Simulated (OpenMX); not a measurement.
TiAl3 under changes of volume

One of the cells (15.634 Å³/atom); the others are scaled copies at fixed shape and fractional positions:

```
Ti Al
1.0
    -1.91111    1.91111    4.28067
     1.91111   -1.91111    4.28067
     1.91111    1.91111   -4.28067
Ti Al
1 3
Direct
  0.00000 0.00000 0.00000
  0.25000 0.75000 0.50000
  0.75000 0.25000 0.50000
  0.50000 0.50000 0.00000
```

The cell comes from a database or a generator and needn't be the stable form of this composition.

- Program: OpenMX 3.8.5
- Functional: PBE
- Potentials or basis: OpenMX 2013 PBE set, Ti7.0-s2p2d1, Al7.0-s2p1d1, fixed grid of 42 × 42 × 32 points
- k mesh: 11 × 11 × 11
- Occupations: fermi-dirac, width 0.05 eV
- Spin: no spin polarisation

| volume (Å³/atom) | energy over the lowest point (meV/atom) | largest force (eV/Å) |
| --- | --- | --- |
| 14.696 | 37.12 | 0.009 |
| 15.009 | 19.99 | 0.009 |
| 15.322 | 8.47 | 0.008 |
| 15.634 | 1.96 | 0.008 |
| 15.947 | 0.00 | 0.008 |
| 16.260 | 2.19 | 0.008 |
| 16.572 | ? | ? |

**Question.** What does the run at 16.572 Å³/atom give?

**Answer.** Energy over the lowest point 8.16 meV/atom; largest force 0.007 eV/Å.

Worked out: A Birch-Murnaghan fit of order 3 (a polynomial in V^(-2/3)) to the other rows has its minimum at 15.93 Å³/atom with B0 = V·E''(V) = 108 GPa and B' = 4.0 at fixed shape and positions, which overstates the stiffness. It gives 8.10 meV/atom at 16.572 Å³/atom, against the run's 8.16.

Energies are extrapolated to zero smearing.

Caveats: the transition metal has a single d function, too few for pressures, volumes and moments; the basis of atomic orbitals isn't converged, which shifts pressures, moduli and gaps.
